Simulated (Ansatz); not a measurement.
InP under changes of volume

One of the cells (25.167 Å³/atom); the others are scaled copies at fixed shape and fractional positions:

```xyz
2
Lattice="0.0000 2.9305 2.9305 2.9305 0.0000 2.9305 2.9305 2.9305 0.0000" Properties=species:S:1:pos:R:3 pbc="T T T"
In    0.0000    0.0000    0.0000
P     4.3957    4.3957    4.3957
```

* Program: Ansatz 0.2.0
* Functional: r2SCAN0
* Potentials or basis: Ansatz PAW
* Cutoff: 500 eV (not typed: the program's choice for these potentials)
* k mesh: 4 × 4 × 4
* Occupations: fermi-dirac, width 0.05 eV
* Spin: no spin polarisation

| volume (Å³/atom) | energy over the lowest point (meV/atom) | pressure (GPa) | gap on the mesh (eV) |
| --- | --- | --- | --- |
| 23.657 | 30.93 | 6.2 | 2.84 |
| 24.160 | ? | ? | ? |
| 24.663 | 4.64 | 2.3 | 2.58 |
| 25.167 | 0.00 | 0.7 | 2.45 |
| 25.670 | 0.28 | -0.8 | 2.32 |
| 26.173 | 4.98 | -2.2 | 2.19 |
| 26.677 | 13.64 | -3.3 | 2.07 |

Task: What does the run at 24.160 Å³/atom give?

Result: Energy over the lowest point 14.74 meV/atom; pressure 4.1 GPa; gap on the mesh 2.71 eV.

Worked out: A Birch-Murnaghan fit of order 3 (a polynomial in V^(-2/3)) to the other rows has its minimum at 25.39 Å³/atom with B0 = V·E''(V) = 75 GPa and B' = 4.4. It gives 14.74 meV/atom at 24.160 Å³/atom, against the run's 14.74, and -dE/dV = 4.2 GPa, against 4.1. A straight line through the other rows of the gap, of slope -6.44 eV per unit of ln V (its deformation potential), gives 2.71 eV, against the run's 2.71.

Energies are extrapolated to zero smearing.

Caveats: all runs use coarse meshes; spin-orbit coupling is left out, which moves the levels of the heavy elements; the PAW data sets come from PBE, with cores solved anew for the run's functional, which leaves a small shift of forces and pressure; the thresholds are loose for stress.
